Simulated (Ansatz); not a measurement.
Runs of Ansatz 0.2.0 on MnO. The structure is cubic, space group Fm-3m (No. 225). Conventional cell: a = 4.448 Å, b = 4.448 Å, c = 4.448 Å, α = 90.00°, β = 90.00°, γ = 90.00°. Mn (site symmetry m-3m) is surrounded by 6 O at 2.22 Å. O (site symmetry m-3m) has 6 Mn at 2.22 Å as nearest neighbours. The cell is a database's computed one.

```csv
task,level,potentials or basis,U,cell,cutoff (eV),points for each segment of the path,hubbard projectors,double counting,gap on the mesh (eV),pressure (GPa),moment (μB),relaxed volume (Å³/atom)
density of states,PBE,Ansatz PAW,-,as given,420,-,-,-,none,0.1,4.79,-
band structure,LDA,JTH PAW LDA,-,as given,1380,14,-,-,none,-16.1,(c),-
single point,PBE,Ansatz PAW,-,as given,300,-,-,-,none,(a),4.80,-
density of states,r2SCAN,Ansatz PAW,-,as given,500,-,-,-,none,0.3,5.00,-
relaxation of cell and atoms,SVWN5,Ansatz PAW,-,relaxed,420,-,-,-,-,0.0,4.13,(b)
band structure,PBEsol+U,Ansatz PAW,Mn d U = 5.3 eV,as given,420,14,ortho-atomic (the default),fll (the default),0.22,4.3,5.00,-
relaxation of cell and atoms,BLYP,Ansatz PAW,-,relaxed,420,-,-,-,none,0.0,4.80,11.39
```

Alike in all rows: spin collinear, ferromagnetic start; k mesh 10 × 10 × 10; smearing fermi-dirac 0.05 eV.

Problem. Estimate the missing entries.

Solution. (a) 1.0; (b) 9.44; (c) 4.59.

Caveats: a cell with one magnetic atom can't hold antiferromagnetic order, which such compounds often take; semilocal functionals often make such compounds metallic where correlation or magnetic order opens a gap, which also shifts bond lengths (some runs); the PAW data sets come from PBE, with cores solved anew for the run's functional, which leaves a small shift of forces and pressure (some runs); the magnetic or orbital state may not be the lowest (some runs); the plane-wave basis is chosen anew once the cell has moved, so the energies of steps on either side of that aren't comparable (some runs); so large a pressure means that the cell lies far from this level's equilibrium, or that cutoff or potentials fall short (some runs); the pressure holds a Pulay correction of +29.3 GPa for the finite cutoff (some runs).

A gap of «none» marks a metal or a gap under the smearing width.
